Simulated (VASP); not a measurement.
TaS2:

```
Ta S
1.0
     3.35000    0.00000    0.00000
    -1.67500    2.90119    0.00000
     0.00000    0.00000    5.86000
Ta S
1 2
Direct
  0.00000 0.00000 0.00000
  0.66667 0.33333 0.75000
  0.33333 0.66667 0.25000
```

* Program: VASP 6.6.1
* Task: relaxation of cell and atoms
* Functional: BLYP
* Dispersion: D3
* Potentials or basis: VASP PAW PBE potentials, release 64 (Ta_pv, S)
* Cutoff: 600 eV
* k mesh: 9 × 9 × 5
* Occupations: fermi-dirac, width 0.05 eV
* Spin: no spin polarisation

At the start: pressure 12.1 GPa; volume 18.98 Å³/atom.

How do energy, volume and symmetry change on relaxing?

Over 15 steps the energy falls by 63.4 meV/atom and the volume is 20.06 Å³/atom (+5.7 %); space group P-3m1 (No. 164, to 0.05 Å).

Step by step:
| step | energy change (eV) | largest force (eV/Å) | pressure (GPa) | volume (Å³) |
| --- | --- | --- | --- | --- |
| 1 | 0.0000 | 1.6171 | 12.07 | 56.95 |
| 2 | 0.3768 | 2.1639 | -14.36 | 69.58 |
| 3 | -0.1858 | 0.0674 | -0.53 | 61.14 |
| 4 | -0.1862 | 0.0040 | -0.11 | 60.95 |
| 5 | -0.1862 | 0.0238 | 0.11 | 60.87 |
| 6 | -0.1879 | 0.0567 | 0.07 | 60.89 |
| 7 | -0.1885 | 0.0992 | 0.01 | 60.91 |
| 8 | -0.1886 | 0.0912 | 0.02 | 60.91 |
| 9 | -0.1890 | 0.0173 | -0.40 | 60.94 |
| 10 | -0.1890 | 0.0089 | -0.44 | 60.94 |
| 11 | -0.1894 | 0.0076 | -0.39 | 60.83 |
| 12 | -0.1900 | 0.0032 | -0.21 | 60.50 |
| 13 | -0.1899 | 0.0060 | 0.25 | 59.83 |
| 14 | -0.1902 | 0.0014 | 0.05 | 60.15 |
| 15 | -0.1902 | 0.0005 | 0.03 | 60.19 |

Final structure:
```cif
data_structure
_symmetry_space_group_name_H-M 'P 1'
_symmetry_Int_Tables_number 1
_cell_length_a 3.4365
_cell_length_b 3.4365
_cell_length_c 5.8849
_cell_angle_alpha 90.000
_cell_angle_beta 90.000
_cell_angle_gamma 120.000
_cell_volume 60.19
loop_
_atom_site_label
_atom_site_type_symbol
_atom_site_fract_x
_atom_site_fract_y
_atom_site_fract_z
_atom_site_occupancy
Ta1 Ta 0.00000 0.00000 0.00000 1
S1 S 0.66667 0.33333 0.74168 1
S2 S 0.33333 0.66667 0.25832 1
```

Caveat: the PAW data sets were made with another functional, which shifts forces and pressure a little.
